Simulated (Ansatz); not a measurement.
Formation energy of BN

Method: PBE, scalar-relativistic; no spin polarisation; PAW, 420 eV, Γ-centred 16×16×16 mesh, 0.05 eV Gaussian smearing; code Ansatz; PAW files: Ansatz's generated set soft_2.

The chain of runs began from a cell as deposited in COD, expanded in volume.

Symmetry: F-43m, No. 216, cubic system. The conventional cell has a = 3.625 Å, b = 3.625 Å, c = 3.625 Å, α = 90.00°, β = 90.00°, γ = 90.00°. B (site symmetry -43m) is surrounded by 4 N at 1.57 Å. N (site symmetry -43m) has 4 B at 1.57 Å as nearest neighbours. (Neighbours are counted to 15 % beyond the shortest distance.)

The elements were computed in their standard states (gases as isolated molecules) with the same datasets, cutoff and functional. Total energies depend on the potentials used, so only differences within one code and one set of settings carry meaning.

Energy of the relaxed cell (2 atoms, smearing extrapolated to zero): -542.276 eV. Elements, in eV/atom: B -155.914, N -384.013.

What is the formation energy?

[-542.276 − (1 × -155.914 + 1 × -384.013)] / 2 = -1.17 eV/atom, or -113 kJ per mole of atoms.

The value is for 0 K, without zero-point energy and without any correction for the binding of gas molecules. The functional's error in the binding of N₂ enters directly. A negative value shows stability against the elements alone, not against other compounds or structures.

